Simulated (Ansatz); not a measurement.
Runs of Ansatz 0.2.0 on ZnS. The structure is cubic, space group F-43m (No. 216). The conventional cell has a = 5.404 Å, b = 5.404 Å, c = 5.404 Å, α = 90.00°, β = 90.00°, γ = 90.00°. Zn (site symmetry -43m) is surrounded by 4 S at 2.34 Å. S (site symmetry -43m) has 4 Zn at 2.34 Å as nearest neighbours. 

```csv
task,level,potentials or basis,cell,k mesh,cutoff (eV),smearing,basis error allowed,gap on the mesh (eV),pressure (GPa),relaxed volume (Å³/atom)
single point,PBE,"all-electron LAPW, scalar-relativistic",as given,9 × 9 × 9,280,gaussian 0.03 eV,0.001 eV/atom,2.11,1.6,-
single point,PBE,"all-electron LAPW, scalar-relativistic",as given,9 × 9 × 9,280,gaussian 0.023 eV,0.001 eV/atom,2.11,1.6,-
relaxation of cell and atoms,PBEsol,"all-electron LAPW, scalar-relativistic",relaxed,9 × 9 × 9,-,fermi-dirac 0.05 eV,0.001 eV/atom,(a),0.0,(b)
band structure,PBEsol,"all-electron LAPW, scalar-relativistic",as given,9 × 9 × 9,281,gaussian 0.01 eV,0.001 eV/atom,1.98,-2.0,-
Born charges and dielectric tensor,PBEsol,all-electron PAW datasets made for the crystal,as given,9 × 9 × 9,310,fixed,-,1.98,-,-
relaxation of cell and atoms,revPBE,"all-electron LAPW, scalar-relativistic",relaxed,9 × 9 × 9,-,fermi-dirac 0.05 eV,0.001 eV/atom,2.03,0.0,20.72
single point,PBE,"all-electron LAPW, scalar-relativistic",as given,6 × 6 × 6,235,fermi-dirac 0.03 eV,0.004 eV/atom,2.11,1.6,-
```

Alike in all rows: no spin polarisation.

Task: Fill in the values left out.

Result: (a) 2.09; (b) 19.20.

Caveats: an odd mesh through Γ misses points on the zone boundary, where band edges often lie (some runs); the program warned that the printed levels may be off, so bands, gaps and densities of states are rough (some runs).

The runs don't all hold the same shells in valence.
